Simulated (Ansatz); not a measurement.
**ZnO: hydrostatic pressure series**

Theory: Ansatz 0.2.0, DFT PBE, scalar-relativistic, plane waves, PAW. Run with 420 eV cutoff, 12×12×6 k-mesh, Gaussian smearing of 0.02 eV, no spin polarisation.

Reference structure (relaxed):

```xyz
4
Lattice="3.2794 0.0000 0.0000 -1.6397 2.8400 0.0000 0.0000 0.0000 5.2932" Properties=species:S:1:pos:R:3 pbc="T T T"
Zn    1.6397    0.9467    2.6498
Zn    0.0000    1.8934    0.0032
O     1.6397    0.9467    4.6565
O     0.0000    1.8934    2.0099
```

Cell and atoms are relaxed at each pressure within the symmetry of the start, at zero temperature, so transitions that lower the symmetry aren't seen. The k-mesh given is that at zero pressure and may differ at others. a, b and c are the lengths of the cell vectors above. Gaps are Kohn–Sham gaps over the whole zone.

```csv
P (GPa),V (Å³/atom),V/V0,a (Å),b (Å),c (Å)
-3,12.63,1.025,3.306,3.306,5.338
0,12.32,1.000,3.279,3.279,5.293
3,12.05,0.978,3.255,3.255,5.254
8,11.67,0.947,3.220,3.220,5.196
15,11.21,0.910,3.178,3.178,5.128
30,10.48,0.850,3.107,3.107,5.013
60,9.49,0.770,3.007,3.007,4.850
```

(1) What bulk modulus and pressure derivative fit these points?

(2) What does pressure do to the gap?

Results:

(1) A third-order Birch–Murnaghan fit gives B0 = 129 GPa and B0' = 4.4.

(2) The gaps are 0.71 eV at -3 GPa, 0.74 eV at 0 GPa, 0.78 eV at 3 GPa, 0.82 eV at 8 GPa, 0.88 eV at 15 GPa, 0.97 eV at 30 GPa, 1.10 eV at 60 GPa.